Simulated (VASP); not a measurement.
## H14C4O: single point with PBE

H14C4O:

```
O H C
1.0
     7.53612    0.00000    0.00000
     0.00000    7.53612    0.00000
     0.00000    0.00000    7.53612
O H C
2 28 8
Direct
  0.66878 0.10455 0.85233
  0.79436 0.40750 0.01625
  0.58806 0.11231 0.75442
  0.60339 0.04035 0.94884
  0.77460 0.51679 0.94300
  0.78114 0.31149 0.92469
  0.12857 0.93904 0.17417
  0.02934 0.12784 0.26142
  0.95810 0.06194 0.04310
  0.11944 0.32874 0.03612
  0.31585 0.25102 0.13592
  0.26104 0.16137 0.93219
  0.77499 0.65150 0.74045
  0.59853 0.53278 0.62533
  0.82655 0.53005 0.56107
  0.61538 0.72060 0.35646
  0.54150 0.82286 0.55980
  0.76615 0.86576 0.48163
  0.43418 0.64742 0.17142
  0.56840 0.64560 0.98028
  0.48479 0.85567 0.08281
  0.34824 0.79347 0.78666
  0.26952 0.58282 0.87002
  0.19145 0.79039 0.95125
  0.02085 0.64874 0.33163
  0.07089 0.70417 0.55799
  0.22322 0.76980 0.41265
  0.32153 0.45693 0.54245
  0.10111 0.38315 0.48221
  0.25826 0.42904 0.31328
  0.07339 0.07700 0.14135
  0.19911 0.20719 0.05207
  0.71911 0.60712 0.61293
  0.65749 0.76749 0.49348
  0.45299 0.71228 0.03723
  0.30327 0.71525 0.89948
  0.13064 0.65207 0.43391
  0.20857 0.47044 0.44454
```

The cell was built by a generator and needn't be a form met in nature.

| Property | Result |
| --- | --- |
| Program | VASP 6.6.1 |
| Task | single point |
| Functional | PBE |
| Potentials or basis | VASP PAW PBE potentials, release 64 (O, H, C) |
| Cutoff | 520 eV |
| k mesh | 1 × 1 × 1 |
| Occupations | fermi-dirac, width 0.05 eV |
| Spin | no spin polarisation |

The pressure is -0.2 GPa and the largest force is 3.307 eV/Å. The band gap on the k mesh is 4.81 eV, direct.

Forces on the atoms (eV/Å):
```
O   -0.024 -0.737  1.255
O   -0.052  0.601 -1.448
H   -0.494 -0.025 -0.524
H    0.580  0.623 -0.963
H    0.299 -1.055  0.833
H   -0.161  0.452  0.890
H   -0.331  1.223 -0.518
H   -0.984  0.906  1.842
H    0.775 -0.165  1.174
H    0.251 -0.023 -0.562
H   -0.674 -0.533 -0.226
H   -0.128 -0.253 -0.939
H   -0.524  0.298  0.072
H   -0.336 -0.960  0.620
H    0.318 -0.579 -0.822
H    0.435  0.343  1.087
H   -0.134  0.416 -0.083
H   -0.446 -0.032 -0.097
H   -0.531  0.063 -1.143
H    0.234  0.311  0.093
H    0.049 -1.245 -0.653
H    0.131 -0.278 -0.520
H   -0.634 -1.233 -0.752
H   -0.504 -0.204  0.115
H    0.779  0.409  0.528
H   -0.165 -0.725 -0.019
H   -0.313 -1.188 -0.618
H   -0.771  0.082 -0.522
H   -0.162 -0.713  0.200
H   -0.059  0.000  0.307
C    0.349 -2.124 -2.511
C    0.765  0.860  1.632
C   -0.292  1.635 -0.585
C    0.928 -1.015 -0.215
C    0.319  1.321  1.301
C    0.735  1.330  1.491
C   -0.578  2.295 -0.102
C    1.347 -0.082  0.382
```

Stress tensor (GPa, compression positive):
```
 0.18 -0.15 -1.91
-0.15 -0.26  0.70
-1.91  0.70 -0.41
```

Levels at points of the mesh, in eV from the valence-band top:
| k point | band 32 | band 33 | band 34 | band 35 | band 36 | band 37 | band 38 | band 39 | band 40 | band 41 |
| --- | --- | --- | --- | --- | --- | --- | --- | --- | --- | --- |
| (0.00, 0.00, 0.00) | -1.53 | -1.41 | -1.25 | -0.95 | 0.00 | 4.81 | 6.48 | 6.70 | 6.92 | 7.08 |

It took 61 s on 1 thread of Intel(R) Xeon(R) Platinum 8259CL CPU @ 2.50GHz (Skylake/Cascade Lake) (shared host), peak memory 0.39 GiB.

As with any semilocal functional, this PBE gap is likely too small.
